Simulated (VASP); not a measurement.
# Ta (Im-3m) in VASP: single point with PBEsol

Aim: the single point of Ta with PBEsol.

Everything below comes from runs of VASP 6.6.1. Logs are shortened: lines on timing, memory, paths and dates and some standing lists are left out, and cuts for length are marked.

### Step 1. The structure

Symmetry: Im-3m, No. 229, cubic system. Conventional cell: a = 3.282 Å, b = 3.282 Å, c = 3.282 Å, α = 90.00°, β = 90.00°, γ = 90.00°. Ta (site symmetry m-3m) has 8 Ta at 2.84 Å as nearest neighbours.

### Step 2. Single point, PBEsol, non-collinear spin, zero start, spin-orbit coupling

Input file INCAR:

```
ALGO = Fast
EDIFF = 1E-7
ENCUT = 520
GGA = PS
GGA_COMPAT = False
ISIF = 2
ISMEAR = 0
LASPH = True
LCHARG = False
LMAXMIX = 4
LORBIT = 11
LREAL = False
LSORBIT = True
LWAVE = False
MAGMOM = 0 0 0
NBANDS = 22
NELM = 80
PREC = Accurate
SIGMA = 0.1
```

Input file KPOINTS:

```
k-points
0
Gamma
  18 18 18
```

Input file POSCAR:

```
Ta
1.0
   -1.6407700000      1.6407700000      1.6407700000
    1.6407700000     -1.6407700000      1.6407700000
    1.6407700000      1.6407700000     -1.6407700000
Ta
1
Direct
    0.0000000000      0.0000000000      0.0000000000
```

Potentials or basis: VASP PAW PBE potentials, release 64 (Ta_pv).

On the command line:

```
cat potpaw_PBE.64/Ta_pv/POTCAR > POTCAR
mpirun -np 1 vasp_ncl > vasp.out
```

OUTCAR:

```text
EDIFF = 1E-7
   ENCUT = 520
   GGA = PS
   ISIF = 2
   ISMEAR = 0
   LASPH = True
   LORBIT = 11
   LREAL = False
   LSORBIT = True
   NELM = 80
   PREC = Accurate

 ion  position               nearest neighbor table
   1  0.000  0.000  0.000-

  LATTYP: Found a body centered cubic cell.
 ALAT       =     3.2815400000

  Lattice vectors:

 A1 = (  -1.6407700000,   1.6407700000,   1.6407700000)
 A2 = (   1.6407700000,  -1.6407700000,   1.6407700000)
 A3 = (   1.6407700000,   1.6407700000,  -1.6407700000)

Analysis of symmetry for initial positions (statically):
=====================================================================
 Subroutine PRICEL returns:
 Original cell was already a primitive cell.

 Routine SETGRP: Setting up the symmetry group for a
 body centered cubic supercell.

 Subroutine GETGRP returns: Found 48 space group operations
 (whereof 48 operations were pure point group operations)
 out of a pool of 48 trial point group operations.

The static configuration has the point symmetry O_h .

Analysis of symmetry for dynamics (positions and initial velocities):
=====================================================================
 Subroutine PRICEL returns:
 Original cell was already a primitive cell.

 Routine SETGRP: Setting up the symmetry group for a
 body centered cubic supercell.

 Subroutine GETGRP returns: Found 48 space group operations
 (whereof 48 operations were pure point group operations)
 out of a pool of 48 trial point group operations.

The dynamic configuration has the point symmetry O_h .

Analysis of structural, dynamic, and magnetic symmetry:
=====================================================================
 Subroutine PRICEL returns:
 Original cell was already a primitive cell.

 Routine SETGRP: Setting up the symmetry group for a
 body centered cubic supercell.

 Subroutine GETGRP returns: Found 48 space group operations
 (whereof 48 operations were pure point group operations)
 out of a pool of 48 trial point group operations.

The overall configuration has the point symmetry O_h .

 Subroutine INISYM returns: Found 48 space group operations
 (whereof 48 operations are pure point group operations),
 and found     1 'primitive' translations

----------------------------------------------------------------------------------------

                                     Primitive cell

  volume of cell :      17.6686

  direct lattice vectors                    reciprocal lattice vectors
    -1.640770000  1.640770000  1.640770000     0.000000000  0.304734972  0.304734972
     1.640770000 -1.640770000  1.640770000     0.304734972  0.000000000  0.304734972
     1.640770000  1.640770000 -1.640770000     0.304734972  0.304734972  0.000000000

  length of vectors
     2.841897004  2.841897004  2.841897004     0.430960330  0.430960330  0.430960330

  position of ions in fractional coordinates (direct lattice)
     0.000000000  0.000000000  0.000000000

  ion indices of the primitive-cell ions
   primitive index   ion index
                 1           1

----------------------------------------------------------------------------------------

 KPOINTS: k-points

Automatic generation of k-mesh.
 Grid dimensions read from file:
 generate k-points for:   18   18   18

 Generating k-lattice:

  Cartesian coordinates                     Fractional coordinates (reciprocal lattice)
     0.000000000  0.016929721  0.016929721     0.055555556  0.000000000  0.000000000
     0.016929721  0.000000000  0.016929721     0.000000000  0.055555556  0.000000000
     0.016929721  0.016929721  0.000000000     0.000000000  0.000000000  0.055555556

  Length of vectors
     0.023942241  0.023942241  0.023942241

  Shift w.r.t. Gamma in fractional coordinates (k-lattice)
     0.000000000  0.000000000  0.000000000

 Subroutine IBZKPT returns following result:
 ===========================================

 Found    195 irreducible k-points:

 Following reciprocal coordinates:
            Coordinates               Weight
  0.000000  0.000000  0.000000      1.000000
  0.055556  0.000000  0.000000     12.000000
  0.111111  0.000000  0.000000     12.000000
  0.166667  0.000000  0.000000     12.000000
  0.222222  0.000000  0.000000     12.000000
  0.277778  0.000000  0.000000     12.000000
[... 16 lines left out ...]
  0.333333  0.111111  0.000000     48.000000
  0.388889  0.111111  0.000000     48.000000
 [... further k-points ...]
   k-points           NKPTS =    195   k-points in BZ     NKDIM =    195   number of bands    NBANDS=     22
   number of dos      NEDOS =    301   number of ions     NIONS =      1
   total plane-waves  NPLWV =  13824
   dimension x,y,z NGX =    24 NGY =   24 NGZ =   24
   dimension x,y,z NGXF=    48 NGYF=   48 NGZF=   48
   ions per type =               1
   NGX,Y,Z   is equivalent  to a cutoff of  14.04, 14.04, 14.04 a.u.
   NGXF,Y,Z  is equivalent  to a cutoff of  28.08, 28.08, 28.08 a.u.
 SYSTEM =  unknown system
   PREC   = accura    normal or accurate (medium, high low for compatibility)
   ISTART =      0    job   : 0-new  1-cont  2-samecut
   ICHARG =      2    charge: 1-file 2-atom 10-const
   ISPIN  =      1    spin polarized calculation?
   LNONCOLLINEAR =      T non collinear calculations
   LSORBIT =      T    spin-orbit coupling
   LASPH  =      T    aspherical Exc in radial PAW
   ENCUT  =  520.0 eV  38.22 Ry    6.18 a.u.   5.28  5.28  5.28*2*pi/ulx,y,z
   NELM   =     80;   NELMIN=  2; NELMDL= -5     # of ELM steps
   EDIFF  = 0.1E-06   stopping-criterion for ELM
   LREAL  =      F    real-space projection
[... 7 lines left out ...]
   TEBEG  =    0.0;   TEEND  =   0.0 temperature during run
   PSTRESS=    0.0 pullay stress
   NELECT =      11.0000    total number of electrons
   NUPDOWN=      -1.0000    fix difference up-down
   EMIN   =  10.00;   EMAX   =-10.00  energy-range for DOS
   EFERMI =   0.00;   METHOD = LEGACY
   ISMEAR =     0;   SIGMA  =   0.10  broadening in eV -4-tet -1-fermi 0-gaus
   EFERMI_NEDOS =   21; number of points for ismear=-14 and -15
   IALGO  =     68    algorithm
   IMIX   =      4    mixing-type and parameters
     AMIX     =   0.40;   BMIX     =  1.00
     AMIX_MAG =   1.60;   BMIX_MAG =  1.00
  volume/ion in A,a.u.               =      17.67       119.23
  Fermi-wavevector in a.u.,A,eV,Ry     =   1.397885  2.641619 26.586895  1.954082
  Thomas-Fermi vector in A             =   2.521097
   LORBIT       =     11    0 simple, 1 ext, 2 COOP (PROOUT), +10 PAW based schemes
   GGA     = PS    functional components
   LHFCALC =     F    Hartree Fock is set to
   AEXX    =    0.0000 exact exchange contribution
   IVDW    =     0    specifies the selected vdW correction
   LEPSILON=     F    determine dielectric tensor
   LRPA    =     F    only Hartree local field effects (RPA)
 RMM-DIIS sequential band-by-band and
 Gauss-broadening in eV      SIGMA  =   0.10
  energy-cutoff  :      520.00
  volume of cell :       17.67
 maximum number of plane-waves:       980
 NGX is ok and might be reduce to    24
   NGX = 11   NGY = 11   NGZ = 11

 number of electron      11.0000002 magnetization       0.0000000      0.0000000      0.0000000

 number of electron      11.0000002 magnetization      -0.0000000     -0.0000000     -0.0000000

 number of electron      11.0000002 magnetization      -0.0000000      0.0000000     -0.0000000

 number of electron      11.0000002 magnetization       0.0000000     -0.0000000      0.0000000

 Free energy of the ion-electron system (eV)
  ---------------------------------------------------
  ext. energy  EPLUGINS =         0.00000000
  ---------------------------------------------------
  free energy    TOTEN  =       -13.27205954 eV

  energy without entropy =      -13.26613249  energy(sigma->0) =      -13.26909602

 E-fermi :   5.4664     XC(G=0): -12.8269

 val. band max:        5.4654934960   @ k =   0.1111   0.1111   0.0000
 cond. band min:       5.4764912718   @ k =  -0.2222   0.2222   0.1111
 fundamental gap:      0.0109977757
 Fermi energy:         5.4663576095

 k-point     1 :       0.0000    0.0000    0.0000
  band No.  band energies     occupation
      1     -32.9518      1.00000
      2     -32.9518      1.00000
      3     -24.8981      1.00000
      4     -24.8981      1.00000
      5     -24.8981      1.00000
      6     -24.8981      1.00000
[... 14 lines left out ...]
     21      20.6121      0.00000
     22      20.6121      0.00000

 k-point     2 :       0.0556    0.0000    0.0000
  band No.  band energies     occupation
      1     -32.9629      1.00000
      2     -32.9629      1.00000
      3     -24.9368      1.00000
      4     -24.9368      1.00000
      5     -24.9055      1.00000
      6     -24.9055      1.00000
[... 542 lines left out ...]
 k-point    24 :       0.3889    0.1111    0.0000
  band No.  band energies     occupation
      1     -33.3239      1.00000
      2     -33.3239      1.00000
      3     -25.9905      1.00000
      4     -25.9905      1.00000
      5     -25.1851      1.00000
      6     -25.1851      1.00000
[... 14 lines left out ...]
     21      18.6502      0.00000
     22      18.6502      0.00000

 [... further k-points ...]
[... 5 lines left out ...]
  --------------------------------------------------------------------------------------
  -------------------------------------------------------------------------------------
  Total       -0.0370011     -0.0370011     -0.0370011      0.0000000      0.0000000     -0.0000000
  in kB       -3.3552314     -3.3552314     -3.3552314      0.0000000      0.0000000     -0.0000000
  external PRESSURE =      -3.3552314 kB  Pullay stress =       0.0000000 kB

 VOLUME and BASIS-vectors are now :
 -----------------------------------------------------------------------------
  energy-cutoff  :      520.00
  volume of cell :       17.67
      direct lattice vectors                 reciprocal lattice vectors
    -1.640770000  1.640770000  1.640770000     0.000000000  0.304734972  0.304734972
     1.640770000 -1.640770000  1.640770000     0.304734972  0.000000000  0.304734972
     1.640770000  1.640770000 -1.640770000     0.304734972  0.304734972  0.000000000

 POSITION                                       TOTAL-FORCE (eV/Angst)
 -----------------------------------------------------------------------------------
      0.00000      0.00000      0.00000         0.000000     -0.000000     -0.000000
 -----------------------------------------------------------------------------------
    total drift:                                0.000000      0.000000      0.000000

  FREE ENERGIE OF THE ION-ELECTRON SYSTEM (eV)
  ---------------------------------------------------
  free  energy   TOTEN  =       -13.2720595414 eV

  energy  without entropy=      -13.2661324930  energy(sigma->0) =      -13.26909602

 Spin-Orbit-Coupling matrix elements

 Ion:    1  E_soc:     -1.4191057
 l=   1
     0.0000000    -0.2155952    -0.2155952
    -0.2155952     0.0000000    -0.2155952
    -0.2155952    -0.2155952     0.0000000
 l=   2
     0.0000000    -0.0052967     0.0000000    -0.0052967    -0.0156258
    -0.0052967     0.0000000    -0.0117193    -0.0052967    -0.0039064
     0.0000000    -0.0117193     0.0000000    -0.0117193     0.0000000
    -0.0052967    -0.0052967    -0.0117193     0.0000000    -0.0039064
    -0.0156258    -0.0039064     0.0000000    -0.0039064     0.0000000
 l=   3
     0.0000000     0.0000000     0.0000000     0.0000000     0.0000000     0.0000000     0.0000000
     0.0000000     0.0000000     0.0000000     0.0000000     0.0000000     0.0000000     0.0000000
     0.0000000     0.0000000     0.0000000     0.0000000     0.0000000     0.0000000     0.0000000
     0.0000000     0.0000000     0.0000000     0.0000000     0.0000000     0.0000000     0.0000000
     0.0000000     0.0000000     0.0000000     0.0000000     0.0000000     0.0000000     0.0000000
     0.0000000     0.0000000     0.0000000     0.0000000     0.0000000     0.0000000     0.0000000
     0.0000000     0.0000000     0.0000000     0.0000000     0.0000000     0.0000000     0.0000000

 total charge

# of ion       s       p       d       tot
------------------------------------------
    1        0.373   6.170   2.440   8.983

 magnetization (x)

# of ion       s       p       d       tot
------------------------------------------
    1       -0.000  -0.000   0.000  -0.000

 magnetization (y)

# of ion       s       p       d       tot
------------------------------------------
    1        0.000  -0.000   0.000   0.000

 magnetization (z)

# of ion       s       p       d       tot
------------------------------------------
    1        0.000  -0.000  -0.000  -0.000
```

Wall time 3 min (1 thread of AMD EPYC 7R13 (Zen 3), shared host); peak memory 0.24 GiB.

Results:

```
Free energy                                           : -13.2721 eV
Pressure                                              : -0.3 GPa
Net moment                                            : 0.00 μB per cell
Valence electrons inside the program's atomic spheres : Ta 8.98
```

Moments on the atoms (μB; x, y, z):
```
Ta  0.00 0.00 0.00
```

Caveat: the PAW data sets were made with another functional, which shifts forces and pressure a little.
